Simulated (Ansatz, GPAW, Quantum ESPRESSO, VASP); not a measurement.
Equation of state of BaZrO3 under PBEsol

```cif
data_structure
_symmetry_space_group_name_H-M 'Pm-3m'
_symmetry_Int_Tables_number 221
_cell_length_a 4.1913
_cell_length_b 4.1913
_cell_length_c 4.1913
_cell_angle_alpha 90.000
_cell_angle_beta 90.000
_cell_angle_gamma 90.000
_cell_volume 73.63
loop_
_atom_site_label
_atom_site_type_symbol
_atom_site_symmetry_multiplicity
_atom_site_Wyckoff_symbol
_atom_site_fract_x
_atom_site_fract_y
_atom_site_fract_z
_atom_site_occupancy
Ba1 Ba 1 a 0.00000 0.00000 0.00000 1
Zr1 Zr 1 b 0.50000 0.50000 0.50000 1
O1 O 3 c 0.50000 0.50000 0.00000 1
```

The cell was scaled at fixed shape and fractions and run with GPAW, PAW data sets generated for this functional, cutoff 800 eV; PBEsol, k mesh 6 × 6 × 6 on the cell of 5 atoms, fermi-dirac occupations of 0.05 eV, no spin polarisation, no spin-orbit coupling. Energies are those that the program minimises, any entropy of the smearing included.

```csv
V (Å³/atom),energy over the lowest row (meV/atom)
13.8426,21.15
14.1371,7.18
14.4316,0.39
14.7261,0.00
15.0207,5.35
15.3152,?
15.6097,31.00
```

Problem. Fit the third-order Birch-Murnaghan form, give V0, B0 and B′, and predict the energy left open.

Solution. With y = (V0/V)^(2/3), E = E0 + (9 V0 B0/16) [(y - 1)³ B′ + (y - 1)² (6 - 4y)]. Least squares through the rows shown give V0 = 14.5965 Å³/atom, E0 = -0.58 meV, B0 = 162.4 GPa (1 eV/Å³ = 160.218 GPa) and B′ = 4.43, with a largest miss of 0.01 meV. At V = 15.3152 the form with these constants gives 15.86 meV; the run gave 15.85 meV an atom. Other set-ups at this level, from all their volumes (Å³/atom, GPa): Ansatz, all-electron LAPW, scalar-relativistic: V0 14.612, B0 162.9; Quantum ESPRESSO, GBRV 1.5 PBEsol: V0 14.666, B0 163.1; VASP, PBE PAW files Ba_sv, O, Zr_sv, 520 eV (made for PBE): V0 14.733, B0 162.2. Measured volume: 14.73 Å³/atom at 300 K (arxiv:cond-mat/0602127), so the fit lies -0.9 % from it. The runs are for a static lattice.
